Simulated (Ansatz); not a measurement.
# I (Fmmm) in Ansatz: reference runs

How does I come out in PBEsol? The cell is run as given and disturbed.

Program: Ansatz 0.2.0. These are calculated values, not measurements. Logs are shortened: lines on timing, memory, paths and dates and some standing lists are left out, and cuts for length are marked.

### Step 1. Starting point

The structure is orthorhombic, space group Fmmm (No. 69). The conventional cell has a = 4.384 Å, b = 4.731 Å, c = 7.820 Å, α = 90.00°, β = 90.00°, γ = 90.00°. I (site symmetry mmm) has 4 I at 3.23 Å as nearest neighbours.

### Step 2. Single point, PBEsol

The input, input.yaml:

```yaml
crystal:
  lattice:
    - [0.0, 2.3656004428, 3.9098401324]
    - [2.1922454667, 0.0, 3.9098401324]
    - [2.1922454667, 2.3656004428, 0.0]
  atoms:
    - { symbol: I, position: [0.0, 0.0, 0.0] }
kpoints:
  mp_grid: { grid: [9, 9, 9] }
scf:
  occupations: { method: fermi_dirac, width: 0.05 }
hamiltonian:
  xc: pbesol
  pseudopotentials: { kind: all_electron, lapw: { basis_error: 0.001 } }
output:
  forces: true
  stress: true
  eigenvalues: true
  populations: true
```

Potentials or basis: all-electron LAPW, scalar-relativistic.

Command:

```bash
> ansatz run input.yaml --threads 1 --pin off --max-ram 3072MiB --backend cpu --events-out ev --progress --plain --runs-dir out
```

Log:

```text
Warning: RAYON_NUM_THREADS=1 ignored (pool sized by the plan → 1); use --threads N
I: projections on atomic orbitals take those of the free atom 1s2 2s2 2p6 3s2 3p6 3d10 4s2 4p6 4d10 5s2 5p5, of charge +0.00 (hamiltonian.pseudopotentials.projection_atoms)
LAPW: plane waves up to 6.502 Å⁻¹, error target 1.0e-3 eV per atom; small_component_spin mean_spin; I in spheres of 1.613 Å, 25 of its electrons in bands, Dirac shells [] (how accurate: hamiltonian.pseudopotentials.lapw.basis_error, Limitations)
Engine: ansatz 0.2.0, x86_64-unknown-linux-gnu
Pseudopotentials: kind: all_electron
Pseudopotential: I, LAPW, valence charge 25, lapw/all_electron/scalar/gaussian/I, Koelling and Harmon's equation, gaussian nucleus
Functional definition: PBEsol
  exchange = pbesol_x
  correlation = pbesol_c
Crystal: 1 atoms, lattice volume = 40.553 Å³
Basis set: ecut = 161.06408803499428 eV, 193 PW (Γ), FFT grids on a1−a2, a2, a3, exchange–correlation at level 2
Bands: 17, of which v1, the nominal top of the filled ones, is band 13 counted from 1 (12 counted from 0)
Symmetry: 8 space group operations
Space group: Fmmm (ITA 69), of the structure as read, at distance tolerance 3.4e-5 Å
k-points: 125 of 729
Non-local potential: I, projectors of the file, none
Initial density: superposition of atomic densities (chi_scale 0.1, normalization cell)
Initial wavefunctions: plane waves of lowest kinetic energy (no species holds an atomic orbital)
Functional: x = pbesol(κ = 0.804, μ = 0.12345679012345678), c = pbesol(β = 0.046)
iter 1 solved again at ethr=1.63e-4 eV; its pass at ethr=1.00e-1 eV (dr2=4.08e-2 eV) is discarded
SCF iter   1: F=—  HF=-193561.229179 eV  |F-HF|=—  |Δ(HF+E_count)|=         —  Δρ=7.77e-3  dr2=4.05e-2  ethr=1.63e-4  ⟨swp⟩=3.0  Hψ=14029  notcnv=0
preconditioner: auto → LDOS  [metal: Δε(μ)=0.040 eV  Ē_g=13.081 eV  σ=0.050 eV  W_gap=0.19  n_scr=10 (ndim 8)  ℏωp=15.4 eV  f_vac=0.218  D(μ)=0.63/eV (n_scr^D=2)  β→1.0]
SCF iter   2: F=—  HF=-193561.197672 eV  |F-HF|=—  |Δ(HF+E_count)|=   3.15e-2  Δρ=2.72e-3  dr2=5.01e-3  ethr=1.62e-4  ⟨swp⟩=3.0  Hψ=6925  notcnv=0
iter 3 solved again at ethr=5.85e-8 eV; its pass at ethr=2.00e-5 eV (dr2=1.46e-5 eV) is discarded
SCF iter   3: F=—  HF=-193561.193833 eV  |F-HF|=—  |Δ(HF+E_count)|=   3.84e-3  Δρ=2.44e-4  dr2=1.47e-5  ethr=5.85e-8  ⟨swp⟩=2.0  Hψ=10899  notcnv=0
SCF iter   4: F=—  HF=-193561.194247 eV  |F-HF|=—  |Δ(HF+E_count)|=         —  Δρ=4.79e-5  dr2=4.76e-7  ethr=5.85e-8  ⟨swp⟩=3.0  Hψ=6049  notcnv=0
the basis was enlarged: its passes take 2.8 MiB over the memory plan, 1 of 1 planned eigensolver slots
SCF iter   5: F=—  HF=-193561.194223 eV  |F-HF|=—  |Δ(HF+E_count)|=   2.37e-5  Δρ=1.59e-5  dr2=8.75e-8  ethr=1.90e-9  ⟨swp⟩=3.0  Hψ=6195  notcnv=0
SCF iter   6: F=—  HF=-193561.194219 eV  |F-HF|=—  |Δ(HF+E_count)|=   4.27e-6  Δρ=3.11e-6  dr2=4.12e-9  ethr=3.50e-10  ⟨swp⟩=3.0  Hψ=6166  notcnv=0
SCF iter   7: F=-193561.194219 eV  HF=-193561.194219 eV  |F-HF|=2.47e-9  |Δ(HF+E_count)|=   2.63e-7  Δρ=5.40e-7  dr2=1.08e-10  ethr=1.65e-11  ⟨swp⟩=3.0  Hψ=6225  notcnv=0
SCF 1 converged in 7 iterations: F = -193561.194219 eV  dr2 = 1.08e-10
SCF converged after 7 iterations
Free energy (F): -193561.194219 eV
Harris-Foulkes:  -193561.194219 eV  (|F-HF|=2.47e-9)
Internal energy: -193561.189036 eV  (E = F + TS)
E sigma→0 (E₀):  -193561.191627 eV
Entropy (-TS):   -0.005183 eV (-5.183 meV/atom)
Fermi energy:    7.410266 eV
--- Per-component energies (eV) ---
  E_band       = -1387.192007
  E_kinetic    = 204841.516970
  E_xc         = -4857.922384
  E_electrostatic = -393544.783621  (all electrons and nuclei)
  E_smearing   = -0.005183  (= −TS)
  E_closure    = 0.000000  (closes the sum)
  E_atoms      = -193559.551800  (free atoms, spherical and without spin; not in F)
  Σ components = -193561.194219   (vs F -193561.194219, Δ=0.00e0)
  Basis errors (estimates in eV, not in F): energy 4.8e-4 per atom: plane waves 4.5e-4 (2.4e-4 summed), levels above the bands 4.3e-89, relativity 2.1e-8, radial functions 3.4e-5, core shells 1.8e-9; eigenvalues (radial functions only) 1.9e-5; not estimated: angular momenta, meshes, grids; target (lapw.basis_error) 1.0e-3; muffin-tin radii I 1.613 Å
--- Forces (eV/Å), atoms counted from 1 ---
  atom   1  I      0.00000000     0.00000000     0.00000000
  max |Σ_I F_I| component: 1.97e-31 eV/Å
--- Stress (GPa, compression-positive) ---
       -1.724585      -0.000000       0.000000
       -0.000000      -2.062753      -0.000000
        0.000000      -0.000000      -0.375239
  P = ⅓ Tr σ = -1.3875 GPa (-13.875 kbar)
--- Band table (eV; the first three rows and the last of 125) ---
  k-point 0: bands = ["-167.7502", "-114.9001", "-114.8650", "-114.6721", "-37.8498", "-37.8284", "-37.6694", "-37.6412", "-37.6061", "-6.4898", "5.4894", "8.1967", "8.4653", "11.8023", "15.0050", "15.5866", "19.5988"]
  k-point 1: bands = ["-167.7502", "-114.9002", "-114.8650", "-114.6721", "-37.8475", "-37.8291", "-37.6698", "-37.6415", "-37.6052", "-6.3584", "5.4835", "7.2091", "8.4240", "12.1778", "15.3546", "16.6684", "17.3578"]
  k-point 2: bands = ["-167.7502", "-114.9002", "-114.8651", "-114.6721", "-37.8419", "-37.8306", "-37.6708", "-37.6422", "-37.6029", "-5.9913", "5.1239", "5.6028", "8.6331", "12.9276", "15.4504", "15.7617", "19.4267"]
  k-point 124: bands = ["-167.7502", "-114.9002", "-114.8650", "-114.6721", "-37.8476", "-37.8290", "-37.6697", "-37.6413", "-37.6050", "-6.1203", "3.4682", "6.9856", "8.2239", "14.6786", "15.9438", "17.5326", "21.7966"]
--- Löwdin populations: 1 site ---
  site symbol       q [e]
     0      I     52.9652
  spilling = 0.000657 (of n_electrons = 53.000000)
```

It took 8.7 s on 1 thread of Intel Xeon Platinum 8488C (Sapphire Rapids), shared host; peak memory 0.33 GiB.

Results:

| Item | Value |
| --- | --- |
| Free energy | -193561.1942 eV |
| Pressure | -1.4 GPa |
| Band gap on the k mesh | none (metal or under the smearing width) |

Caveat: an odd number of electrons without spin polarisation forces a metal; a magnetic or distorted state may lie lower. Spin-orbit coupling is left out, which matters for the levels of I.

### Step 3. Single point, PBEsol (cell strained at random at fixed volume)

The input, input.yaml:

```yaml
crystal:
  lattice:
    - [0.04516, 2.349547, 3.896969]
    - [2.222814, 0.046237, 3.894315]
    - [2.266277, 2.385438, 0.003606]
  atoms:
    - { symbol: I, position: [0.000887, 0.005851, 0.001168] }
kpoints:
  mp_grid: { grid: [9, 9, 9] }
scf:
  occupations: { method: fermi_dirac, width: 0.05 }
hamiltonian:
  xc: pbesol
  pseudopotentials: { kind: all_electron, lapw: { basis_error: 0.001 } }
output:
  forces: true
  stress: true
  eigenvalues: true
  populations: true
```

Potentials or basis: all-electron LAPW, scalar-relativistic.

Command:

```bash
> ansatz run input.yaml --threads 1 --pin off --max-ram 3072MiB --backend cpu --events-out ev --progress --plain --runs-dir out
```

Run time: 20 s. Hardware: 1 thread of Intel Xeon Platinum 8488C (Sapphire Rapids), shared host; peak memory 0.5 GiB.

Results (log left out):

```yaml
Free_energy: -193561.2001 eV
Pressure: -1.4 GPa
Band_gap_on_the_k_mesh: none (metal or under the smearing width)
```

Stress tensor (GPa, compression positive):
```
-1.67  1.43  0.00
 1.43 -2.15 -0.01
 0.00 -0.01 -0.38
```

Levels at points of the mesh, in eV from the Fermi level:
```tsv
k point	band 11	band 12	band 13	band 14	band 15	band 16
(0.00, 0.00, 0.00)	-1.94	0.50	1.21	4.36	7.43	8.24
```

Caveat: an odd number of electrons without spin polarisation forces a metal; a magnetic or distorted state may lie lower.
